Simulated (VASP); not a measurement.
# Fe (Im-3m) in VASP: notebook

Runs on Fe. Level: PBE. Tasks: relaxation of cell and atoms.

Program: VASP 6.6.1. These are calculated values, not measurements. Logs are shortened: lines on timing, memory, paths and dates and some standing lists are left out, and cuts for length are marked.

## (1) Starting point

Symmetry: Im-3m, No. 229, cubic system. Conventional cell: a = 2.886 Å, b = 2.886 Å, c = 2.886 Å, α = 90.00°, β = 90.00°, γ = 90.00°. Fe (site symmetry m-3m) has 8 Fe at 2.50 Å as nearest neighbours.

## (2) Relaxation of cell and atoms, PBE, collinear spin, ferromagnetic start

Input file INCAR:

```
SYSTEM = Fe
PREC     = Accurate       ! precision mode
ENCUT    = 520            ! plane-wave cutoff, eV
EDIFF    = 1E-6           ! SCF threshold, eV
ISMEAR   = 0              ! smearing method
SIGMA    = 0.1            ! smearing width, eV
LREAL    = .False.        ! projectors in reciprocal space
LASPH    = .True.         ! aspherical terms in the spheres
NELM     = 120            ! most SCF steps
ALGO     = Normal         ! electronic algorithm
ISIF     = 3              ! what is computed and relaxed
LWAVE    = .False.        ! write WAVECAR
LCHARG   = .False.        ! write CHGCAR
ISPIN    = 2              ! spin polarisation
MAGMOM   = 3              ! initial moments
LORBIT   = 11             ! projections on sites
LMAXMIX  = 4              ! l up to which the mixer works
GGA      = PE             ! functional
IBRION   = 2              ! ionic algorithm
NSW      = 90             ! ionic steps
EDIFFG   = -0.01          ! ionic threshold
```

Input file KPOINTS:

```
Automatic mesh
0
Gamma
  21 21 21
  0 0 0
```

Input file POSCAR:

```
Fe
1.0
   -1.4430000000      1.4430000000      1.4430000000
    1.4430000000     -1.4430000000      1.4430000000
    1.4430000000      1.4430000000     -1.4430000000
Fe
1
Direct
    0.0000000000      0.0000000000      0.0000000000
```

Potentials or basis: VASP PAW PBE potentials, release 64 (Fe).

The run is started by

```console
cat potpaw_PBE.64/Fe/POTCAR > POTCAR
mpirun -np 1 vasp_std > vasp.out
```

OUTCAR:

```text
SYSTEM = Fe
   PREC = Accurate
   ENCUT = 520
   EDIFF = 1E-6
   ISMEAR = 0
   LREAL = .False.
   LASPH = .True.
   NELM = 120
   ISIF = 3
   ISPIN = 2
   LORBIT = 11
   GGA = PE
   IBRION = 2
   NSW = 90
   EDIFFG = -0.01

 ion  position               nearest neighbor table
   1  0.000  0.000  0.000-

  LATTYP: Found a body centered cubic cell.
 ALAT       =     2.8860000000

  Lattice vectors:

 A1 = (  -1.4430000000,   1.4430000000,   1.4430000000)
 A2 = (   1.4430000000,  -1.4430000000,   1.4430000000)
 A3 = (   1.4430000000,   1.4430000000,  -1.4430000000)

Analysis of symmetry for initial positions (statically):
=====================================================================
 Subroutine PRICEL returns:
 Original cell was already a primitive cell.

 Routine SETGRP: Setting up the symmetry group for a
 body centered cubic supercell.

 Subroutine GETGRP returns: Found 48 space group operations
 (whereof 48 operations were pure point group operations)
 out of a pool of 48 trial point group operations.

The static configuration has the point symmetry O_h .

Analysis of symmetry for dynamics (positions and initial velocities):
=====================================================================
 Subroutine PRICEL returns:
 Original cell was already a primitive cell.

 Routine SETGRP: Setting up the symmetry group for a
 body centered cubic supercell.

 Subroutine GETGRP returns: Found 48 space group operations
 (whereof 48 operations were pure point group operations)
 out of a pool of 48 trial point group operations.

The dynamic configuration has the point symmetry O_h .

Analysis of structural, dynamic, and magnetic symmetry:
=====================================================================
 Subroutine PRICEL returns:
 Original cell was already a primitive cell.

 Routine SETGRP: Setting up the symmetry group for a
 body centered cubic supercell.

 Subroutine GETGRP returns: Found 48 space group operations
 (whereof 48 operations were pure point group operations)
 out of a pool of 48 trial point group operations.

The overall configuration has the point symmetry O_h .

 Subroutine INISYM returns: Found 48 space group operations
 (whereof 48 operations are pure point group operations),
 and found     1 'primitive' translations

----------------------------------------------------------------------------------------

                                     Primitive cell

  volume of cell :      12.0187

  direct lattice vectors                    reciprocal lattice vectors
    -1.443000000  1.443000000  1.443000000     0.000000000  0.346500347  0.346500347
     1.443000000 -1.443000000  1.443000000     0.346500347  0.000000000  0.346500347
     1.443000000  1.443000000 -1.443000000     0.346500347  0.346500347  0.000000000

  length of vectors
     2.499349315  2.499349315  2.499349315     0.490025489  0.490025489  0.490025489

  position of ions in fractional coordinates (direct lattice)
     0.000000000  0.000000000  0.000000000

  ion indices of the primitive-cell ions
   primitive index   ion index
                 1           1

----------------------------------------------------------------------------------------

 KPOINTS: Automatic mesh

Automatic generation of k-mesh.
 Grid dimensions read from file:
 generate k-points for:   21   21   21

 Generating k-lattice:

  Cartesian coordinates                     Fractional coordinates (reciprocal lattice)
     0.000000000  0.016500017  0.016500017     0.047619048  0.000000000  0.000000000
     0.016500017  0.000000000  0.016500017     0.000000000  0.047619048  0.000000000
     0.016500017  0.016500017  0.000000000     0.000000000  0.000000000  0.047619048

  Length of vectors
     0.023334547  0.023334547  0.023334547

  Shift w.r.t. Gamma in fractional coordinates (k-lattice)
     0.000000000  0.000000000  0.000000000

 Subroutine IBZKPT returns following result:
 ===========================================

 Found    286 irreducible k-points:

 Following reciprocal coordinates:
            Coordinates               Weight
  0.000000  0.000000  0.000000      1.000000
  0.047619  0.000000  0.000000     12.000000
  0.095238  0.000000  0.000000     12.000000
  0.142857  0.000000  0.000000     12.000000
  0.190476  0.000000  0.000000     12.000000
  0.238095  0.000000  0.000000     12.000000
[... 16 lines left out ...]
  0.142857  0.095238 -0.000000     48.000000
  0.190476  0.095238  0.000000     48.000000
 [... further k-points ...]
   k-points           NKPTS =    286   k-points in BZ     NKDIM =    286   number of bands    NBANDS=     10
   number of dos      NEDOS =    301   number of ions     NIONS =      1
   total plane-waves  NPLWV =   8000
   dimension x,y,z NGX =    20 NGY =   20 NGZ =   20
   dimension x,y,z NGXF=    40 NGYF=   40 NGZF=   40
   ions per type =               1
   NGX,Y,Z   is equivalent  to a cutoff of  13.30, 13.30, 13.30 a.u.
   NGXF,Y,Z  is equivalent  to a cutoff of  26.61, 26.61, 26.61 a.u.
 SYSTEM =  Fe
   PREC   = accura    normal or accurate (medium, high low for compatibility)
   ISTART =      0    job   : 0-new  1-cont  2-samecut
   ICHARG =      2    charge: 1-file 2-atom 10-const
   ISPIN  =      2    spin polarized calculation?
   LNONCOLLINEAR =      F non collinear calculations
   LSORBIT =      F    spin-orbit coupling
   LASPH  =      T    aspherical Exc in radial PAW
   ENCUT  =  520.0 eV  38.22 Ry    6.18 a.u.   4.65  4.65  4.65*2*pi/ulx,y,z
   NELM   =    120;   NELMIN=  2; NELMDL= -5     # of ELM steps
   EDIFF  = 0.1E-05   stopping-criterion for ELM
   LREAL  =      F    real-space projection
   EDIFFG = -.1E-01   stopping-criterion for IOM
   NSW    =     90    number of steps for IOM
   IBRION =      2    ionic relax: 0-MD 1-quasi-New 2-CG
   NFREE  =      1    steps in history (QN), initial steepest desc. (CG)
   ISIF   =      3    stress and relaxation
   ISYM   =      2    0-nonsym 1-usesym 2-fastsym
   POTIM  = 0.5000    time-step for ionic-motion
   TEBEG  =    0.0;   TEEND  =   0.0 temperature during run
   PSTRESS=    0.0 pullay stress
   NELECT =       8.0000    total number of electrons
   NUPDOWN=      -1.0000    fix difference up-down
   EMIN   =  10.00;   EMAX   =-10.00  energy-range for DOS
   EFERMI =   0.00;   METHOD = LEGACY
   ISMEAR =     0;   SIGMA  =   0.10  broadening in eV -4-tet -1-fermi 0-gaus
   EFERMI_NEDOS =   21; number of points for ismear=-14 and -15
   IALGO  =     38    algorithm
   IMIX   =      4    mixing-type and parameters
     AMIX     =   0.40;   BMIX     =  1.00
     AMIX_MAG =   1.60;   BMIX_MAG =  1.00
  volume/ion in A,a.u.               =      12.02        81.11
  Fermi-wavevector in a.u.,A,eV,Ry     =   1.429394  2.701162 27.798962  2.043166
  Thomas-Fermi vector in A             =   2.549352
   LORBIT       =     11    0 simple, 1 ext, 2 COOP (PROOUT), +10 PAW based schemes
   GGA     = PE    functional components
   LHFCALC =     F    Hartree Fock is set to
   AEXX    =    0.0000 exact exchange contribution
   IVDW    =     0    specifies the selected vdW correction
   LEPSILON=     F    determine dielectric tensor
   LRPA    =     F    only Hartree local field effects (RPA)
 conjugate gradient relaxation of ions
 spin polarized calculation
 Gauss-broadening in eV      SIGMA  =   0.10
  energy-cutoff  :      520.00
  volume of cell :       12.02
 maximum number of plane-waves:       336
   NGX =  9   NGY =  9   NGZ =  9

--------------------------------------- Ionic step        1  -------------------------------------------

 number of electron       7.9999995 magnetization       2.2861530

 Free energy of the ion-electron system (eV)
  ---------------------------------------------------
  ext. energy  EPLUGINS =         0.00000000
  ---------------------------------------------------
  free energy    TOTEN  =        -8.22321201 eV

  energy without entropy =       -8.21753170  energy(sigma->0) =       -8.22037185

------------------------ aborting loop because EDIFF is reached ----------------------------------------

  FORCE on cell =-STRESS in cart. coord.  units (eV):
  Direction    XX          YY          ZZ          XY          YZ          ZX
  --------------------------------------------------------------------------------------
  -------------------------------------------------------------------------------------
  Total       -0.7228809     -0.7228809     -0.7228809      0.0000000     -0.0000000      0.0000000
  in kB      -96.3647769    -96.3647769    -96.3647769      0.0000000     -0.0000000      0.0000000
  external PRESSURE =     -96.3647769 kB  Pullay stress =       0.0000000 kB

 VOLUME and BASIS-vectors are now :
 -----------------------------------------------------------------------------
  energy-cutoff  :      520.00
  volume of cell :       12.02
      direct lattice vectors                 reciprocal lattice vectors
    -1.443000000  1.443000000  1.443000000     0.000000000  0.346500347  0.346500347
     1.443000000 -1.443000000  1.443000000     0.346500347  0.000000000  0.346500347
     1.443000000  1.443000000 -1.443000000     0.346500347  0.346500347  0.000000000
[... 71 lines left out ...]
 POSITION                                       TOTAL-FORCE (eV/Angst)
 -----------------------------------------------------------------------------------
      0.00000      0.00000     -0.00000        -0.000000      0.000000     -0.000000
 -----------------------------------------------------------------------------------
    total drift:                                0.000000     -0.000000      0.000000

  FREE ENERGIE OF THE ION-ELECTRON SYSTEM (eV)
  ---------------------------------------------------
  free  energy   TOTEN  =        -8.2447946505 eV

  energy  without entropy=       -8.2396181939  energy(sigma->0) =       -8.24220642

--------------------------------------- Ionic step        4  -------------------------------------------

 number of electron       8.0000006 magnetization       2.1549758

 Free energy of the ion-electron system (eV)
  ---------------------------------------------------
  ext. energy  EPLUGINS =         0.00000000
  ---------------------------------------------------
  free energy    TOTEN  =        -8.24481009 eV

  energy without entropy =       -8.23967128  energy(sigma->0) =       -8.24224069

 E-fermi :   5.8676     XC(G=0): -13.1400

 val. band max:        5.8654238168   @ k =  -0.2381   0.2381   0.1905
 cond. band min:       5.8684418635   @ k =  -0.1429   0.1429   0.0952
 fundamental gap:      0.0030180467
 Fermi energy:         5.8675955200

 spin component 1

 k-point     1 :       0.0000    0.0000    0.0000
  band No.  band energies     occupation
      1      -2.5893      1.00000
      2       3.5651      1.00000
      3       3.5651      1.00000
      4       3.5651      1.00000
      5       4.7743      1.00000
      6       4.7743      1.00000
      7      30.9262      0.00000
      8      30.9262      0.00000
      9      30.9262      0.00000
     10      36.0318      0.00000

 k-point     2 :       0.0476    0.0000    0.0000
  band No.  band energies     occupation
      1      -2.4948      1.00000
      2       3.5391      1.00000
      3       3.5635      1.00000
      4       3.6161      1.00000
      5       4.7478      1.00000
      6       4.7764      1.00000
      7      30.2788      0.00000
      8      30.7923      0.00000
      9      30.8579      0.00000
     10      35.5843      0.00000
[... 274 lines left out ...]
 k-point    24 :       0.1905    0.0952    0.0000
  band No.  band energies     occupation
      1      -0.2574      1.00000
      2       3.0485      1.00000
      3       3.2389      1.00000
      4       4.5217      1.00000
      5       4.8913      1.00000
      6       4.9651      1.00000
      7      22.4179      0.00000
      8      25.3237      0.00000
      9      29.0543      0.00000
     10      31.1815      0.00000

 [... further k-points ...]

 spin component 2

 k-point     1 :       0.0000    0.0000    0.0000
  band No.  band energies     occupation
      1      -2.4295      1.00000
      2       5.4340      1.00000
      3       5.4341      1.00000
      4       5.4342      1.00000
      5       7.5060      0.00000
      6       7.5061      0.00000
      7      30.6712      0.00000
      8      30.6712      0.00000
      9      30.6712      0.00000
     10      36.2295      0.00000

 k-point     2 :       0.0476    0.0000    0.0000
  band No.  band energies     occupation
      1      -2.3345      1.00000
      2       5.4028      1.00000
      3       5.4291      1.00000
      4       5.4894      1.00000
      5       7.4712      0.00000
      6       7.5082      0.00000
      7      30.1282      0.00000
      8      30.5668      0.00000
      9      30.6385      0.00000
     10      35.8715      0.00000
[... 308 lines left out ...]
 POSITION                                       TOTAL-FORCE (eV/Angst)
 -----------------------------------------------------------------------------------
      0.00000      0.00000      2.82867         0.000000     -0.000000      0.000000
 -----------------------------------------------------------------------------------
    total drift:                               -0.000000     -0.000000      0.000000

  FREE ENERGIE OF THE ION-ELECTRON SYSTEM (eV)
  ---------------------------------------------------
  free  energy   TOTEN  =        -8.2448100911 eV

  energy  without entropy=       -8.2396712791  energy(sigma->0) =       -8.24224069

 reached required accuracy - stopping structural energy minimisation

 total charge

# of ion       s       p       d       tot
------------------------------------------
    1        0.488   0.545   6.243   7.276

 magnetization (x)

# of ion       s       p       d       tot
------------------------------------------
    1       -0.014  -0.056   2.223   2.152
```

Wall time 72 s (1 thread of Intel Xeon 6975P-C (Granite Rapids), shared host); peak memory 0.18 GiB.

Results:

* Free energy: -8.2448 eV
* Relaxed volume: 11.32 Å³/atom
* Relaxed cell: a = 2.450 Å, b = 2.450 Å, c = 2.450 Å, α = 109.47°, β = 109.47°, γ = 109.47°
* Space group after relaxing (to 0.05 Å): Im-3m (No. 229)
* Energy gained by relaxing: 21.6 meV/atom
* Ionic steps: 4
* Pressure after relaxing: 0.1 GPa
* Band gap on the k mesh: none (metal or under the smearing width)
* Net moment: 2.15 μB per cell
* Site moments: Fe +2.15 μB
* Valence electrons inside the program's atomic spheres: Fe 7.28

The path:
| step | energy change (eV) | largest force (eV/Å) | pressure (GPa) | volume (Å³) |
| --- | --- | --- | --- | --- |
| 1 | 0.0000 | 0.0000 | -9.64 | 12.02 |
| 2 | -0.0063 | 0.0000 | 10.35 | 10.80 |
| 3 | -0.0216 | 0.0000 | -0.24 | 11.33 |
| 4 | -0.0216 | 0.0000 | 0.07 | 11.32 |

Final structure:
```
CELL_PARAMETERS angstrom
-1.41433 1.41433 1.41433
1.41433 -1.41433 1.41433
1.41433 1.41433 -1.41433
ATOMIC_POSITIONS crystal
Fe 0.00000 0.00000 0.00000
```

Levels at points of the mesh, in eV from the Fermi level:
Spin up:
| k point | band 3 | band 4 | band 5 | band 6 | band 7 | band 8 |
| --- | --- | --- | --- | --- | --- | --- |
| (0.00, 0.00, 0.00) | -2.30 | -2.30 | -1.09 | -1.09 | 25.06 | 25.06 |
Spin down:
| k point | band 1 | band 2 | band 3 | band 4 | band 5 | band 6 |
| --- | --- | --- | --- | --- | --- | --- |
| (0.00, 0.00, 0.00) | -8.30 | -0.43 | -0.43 | -0.43 | 1.64 | 1.64 |

## (3) Relaxation of cell and atoms, PBE, collinear spin, ferromagnetic start

This run uses another cell than the first one, of 11.32 Å³/atom, 0.942 times its volume.

Edit INCAR of step 2 so:

```diff
@@ -3,3 +3,3 @@
 ENCUT    = 520            ! plane-wave cutoff, eV
-EDIFF    = 1E-6           ! SCF threshold, eV
+EDIFF    = 1E-7           ! SCF threshold, eV
 ISMEAR   = 0              ! smearing method
@@ -19,3 +19,4 @@
 IBRION   = 2              ! ionic algorithm
-NSW      = 90             ! ionic steps
-EDIFFG   = -0.01          ! ionic threshold
+NSW      = 60             ! ionic steps
+EDIFFG   = -0.005         ! ionic threshold
+POTIM    = 0.3            ! step
```

KPOINTS is that of step 2.

Input file POSCAR:

```
Fe                                      
1.0
   -1.4143342235      1.4143342235      1.4143342235
    1.4143342235     -1.4143342235      1.4143342235
    1.4143342235      1.4143342235     -1.4143342235
  Fe            
     1
Direct
     1.0000000000000000    1.0000000000000000    0.0000000000000000
```

Potentials or basis: VASP PAW PBE potentials, release 64 (Fe).

The run is started by

```console
cat potpaw_PBE.64/Fe/POTCAR > POTCAR
mpirun -np 1 vasp_std > vasp.out
```

Wall time 25 s (1 thread of Intel Xeon 6975P-C (Granite Rapids), shared host); peak memory 0.17 GiB.

The run converged. Its results:

```yaml
Free_energy: -8.2448 eV
Pressure_after_relaxing: 0.0 GPa
Band_gap_on_the_k_mesh: none (metal or under the smearing width)
Net_moment: 2.16 μB per cell
Site_moments: Fe +2.15 μB
Valence_electrons_inside_the_program's_atomic_spheres: Fe 7.28
```

Final structure:
```xyz
1
Lattice="-1.4143 1.4143 1.4143 1.4143 -1.4143 1.4143 1.4143 1.4143 -1.4143" Properties=species:S:1:pos:R:3 pbc="T T T"
Fe    0.0000    0.0000    0.0000
```

Levels at points of the mesh, in eV from the Fermi level:
Spin up:
```tsv
k point	band 1	band 2	band 3	band 4	band 5	band 6	band 7	band 8	band 9	band 10
(0.00, 0.00, 0.00)	-8.46	-2.30	-2.30	-2.30	-1.09	-1.09	25.06	25.06	25.06	30.16
```
Spin down:
```tsv
k point	band 1	band 2	band 3	band 4	band 5	band 6	band 7
(0.00, 0.00, 0.00)	-8.30	-0.43	-0.43	-0.43	1.64	1.64	24.80
```

Caveat: the relaxation stopped at its first step, so nothing moved.
